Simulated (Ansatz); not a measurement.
# MoS2: the cost of one run

Program: Ansatz 0.2.0. Level of theory: DFT PBE+D3(BJ), scalar-relativistic, plane waves, PAW. These are calculated values, not measurements.

The COD entry's cell or inner coordinates are ideal or old and differ from later refinements, so a difference from it is no clean test against experiment.

2 further runs of the same task are left out: 2 set aside as unsound or not needed.

## Step 1: The starting structure

Symmetry: P-3m1, No. 164, trigonal system. The conventional cell has a = 3.135 Å, b = 3.135 Å, c = 23.938 Å, α = 90.00°, β = 90.00°, γ = 120.00°. S (site symmetry 3m) is surrounded by 3 Mo at 2.42 Å. Mo (site symmetry 3m) is surrounded by 6 S at 2.42 Å.

As a file:

```
S Mo
1.0
     3.13466    0.00000    0.00000
    -1.56733    2.71469    0.00000
     0.00000    0.00000   23.93758
S Mo
4 2
Direct
  0.00000 0.00000 0.18799
  0.33333 0.66667 0.32246
  0.33333 0.66667 0.46616
  0.66667 0.33334 0.60063
  0.66666 0.33333 0.25522
  0.99999 0.00000 0.53340
```

This is the geometry at the first point of the grid.

## Step 3: Setting up the map

Atoms count from 1 in the order of the input.

The upper layer of a bilayer is slid over the lower one; relaxed at each slide: nothing; the origin of the map has S4 above S3; the distance between the facing planes is held at 3.44 Å.

First coordinate, slide of the upper layer along the first cell vector, from S4 above S3: 6 values from 0.000 to 0.833, periodic. Second coordinate, slide of the upper layer along the second cell vector, from S4 above S3: 6 values from 0.000 to 0.833, periodic.

Nothing else is relaxed. Points are written as (first, second).

The two vectors of the plane (Å): (3.135, 0.000, 0.000); (-1.567, 2.715, 0.000).

(The set-up runs are not shown.)

## Step 4: The run at (0/6, 0/6) of the map's two axes

input.yaml reads:

```yaml
crystal:
  lattice:
    - [3.134659261, 0.0, 0.0]
    - [-1.5673296305, 2.7146945522, 0.0]
    - [0.0, 0.0, 23.9375766573]
  atoms:
    - { symbol: S, position: [0.0, 0.0, 0.1879889541] }
    - { symbol: Mo, position: [0.6666666667, 0.3333333333, 0.2552219154] }
    - { symbol: S, position: [0.3333333333, 0.6666666667, 0.3224548767] }
    - { symbol: S, position: [0.3333333333, 0.6666666667, 0.4661619883] }
    - { symbol: Mo, position: [1.0, 1.0, 0.5333949495] }
    - { symbol: S, position: [0.6666666667, 1.3333333333, 0.6006279108] }
basis:
  ecutwfc: 420
kpoints:
  mp_grid: { grid: [12, 12, 1] }
hamiltonian:
  xc: pbe
  pseudopotentials: { kind: paw, azcp: { folder: soft_1 } }
  dispersion: d3bj
scf:
  occupations: { method: gaussian, width: 0.1 }
output:
  forces: true
  eigenvalues: true
  write_density: true
  write_potential: true
  elf: true
  volumetric_format: npy
efield:
  axis: 3
  dipole_correction: true
  ramp_width: 0.04
```

Command:

```sh
ansatz run input.yaml --threads 2 --pin off --max-ram 6144MiB --backend cpu --events-out ev --progress --plain --runs-dir out
```

Q: Estimate wall time and peak memory on 2 threads of Intel Xeon Platinum 8488C (Sapphire Rapids), shared host.

About 4.7 s, with a peak of 0.49 GiB.
